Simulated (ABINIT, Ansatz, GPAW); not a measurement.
Na2S and the functional, program beside program

The structure is cubic, space group Fm-3m (No. 225). Conventional cell: a = 6.547 Å, b = 6.547 Å, c = 6.547 Å, α = 90.00°, β = 90.00°, γ = 90.00°. S (site symmetry m-3m) has 8 Na at 2.83 Å as nearest neighbours. Na (site symmetry -43m) has 4 S at 2.83 Å as nearest neighbours.

Kept alike: task band structure; k mesh 7 × 7 × 7; occupations fermi-dirac, width 0.05 eV; no spin polarisation. The mesh is that of the run's cell of 3 atoms. No spin-orbit coupling.

- A: ABINIT; JTH PAW LDA v2.0 (LDA); JTH PAW PBE v2.0 (PBE); PseudoDojo NC SR PBEsol v0.4.1 standard (PBEsol), cutoff 1088 to 1197 eV
- B: Ansatz, Ansatz PAW, made for PBE, cutoff 420 eV
- C: GPAW; the program's PAW data sets (release 1.2.1) made for this functional (LDA); GPAW PAW data sets (gpaw-data 1.2.1) (PBE); PAW data sets generated for this functional (PBEsol), cutoff 800 eV

| functional | A: pressure (GPa) | B: pressure (GPa) | C: pressure (GPa) |
| --- | --- | --- | --- |
| LDA | -2.00 | -2.15 | -2.07 |
| PBE | 0.45 | 0.28 | 0.25 |
| PBEsol | -0.56 | -0.59 | -0.52 |

Pressure is positive in compression; plane-wave values hold the error of the finite cutoff, which Ansatz corrects. Values on potentials made for another functional: B at LDA, PBEsol.

Task: How large is the effect of the functional, and do the programs agree on it?

Result: From LDA to PBE the pressure moves by +2.45 in A, +2.43 in B, +2.32 in C (GPa). Row by row the programs differ by 0.07 to 0.20, and over this span the shifts, as printed, agree within about 5 %. Shifts from LDA: PBE +2.45, +2.43, +2.32; PBEsol +1.44, +1.56, +1.55; the programs' shifts differ by up to 0.13.
